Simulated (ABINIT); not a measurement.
The system is P.

```xyz
4
Lattice="1.6477 -5.4650 0.0000 1.6477 5.4650 0.0000 0.0000 0.0000 4.5436" Properties=species:S:1:pos:R:3 pbc="T T T"
P     1.6477   -4.4173    2.6754
P     1.6477    4.4173    1.8683
P     1.6477   -1.0477    0.4035
P     1.6477    1.0477    4.1401
```

Base run:

```yaml
Program: ABINIT 10.8.3 (patched build)
Functional: r2SCAN
Potentials_or_basis: PseudoDojo NC SR PBE v0.4.1 standard
Cutoff: 517 eV
k_mesh: 6 × 6 × 4
Occupations: fermi-dirac, width 0.05 eV
Spin: no spin polarisation
```

Its results: band gap on the k mesh 0.18 eV, direct; pressure 1.7 GPa; largest force 0.286 eV/Å.

Q: The run is repeated on the same cell with these changes: functional from r2SCAN to revPBE; cutoff from 517 eV to 599 eV. What comes out?

A: Band gap on the k mesh 0.15 eV, direct; pressure 3.0 GPa; largest force 0.322 eV/Å.

Caveats: the potentials were made for another functional, which shifts forces and pressure; a meta-GGA on potentials with a model core is unreliable (some runs).

A k mesh can miss the band edges.
